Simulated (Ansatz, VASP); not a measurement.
# Cr in VASP and in Ansatz

```
CELL_PARAMETERS angstrom
-1.44195 1.44195 1.44195
1.44195 -1.44195 1.44195
1.44195 1.44195 -1.44195
ATOMIC_POSITIONS crystal
Cr 0.00000 0.00000 0.00000
```

Alike in both runs: task single point; functional PBE; k mesh 24 × 24 × 24; occupations gaussian, width 0.15 eV; no spin polarisation.

```csv
,VASP,Ansatz
version,VASP 6.6.1,Ansatz 0.2.0
potentials or method,"VASP PAW PBE potentials, release 64 (Cr_pv)","scalar-relativistic, plane waves, PAW"
plane-wave cutoff (eV),520,420
valence electrons in the cell,12,14
```

```csv
,VASP,Ansatz,Ansatz less VASP
gap on the k mesh at the Fermi level (eV),none,none,-
pressure (GPa),-9.4,-8.9,+0.43
```

A gap of «none» marks a metal or a gap that the smearing closes. With one functional, cell and mesh, what is left measures potentials, basis and numerics. The two sets of potentials don't hold the same shells in valence.

Caveats: the run has no spin polarisation, though such a crystal can be magnetic. Spin polarisation is off, so any magnetic state and its effect on volume and gap are missing.
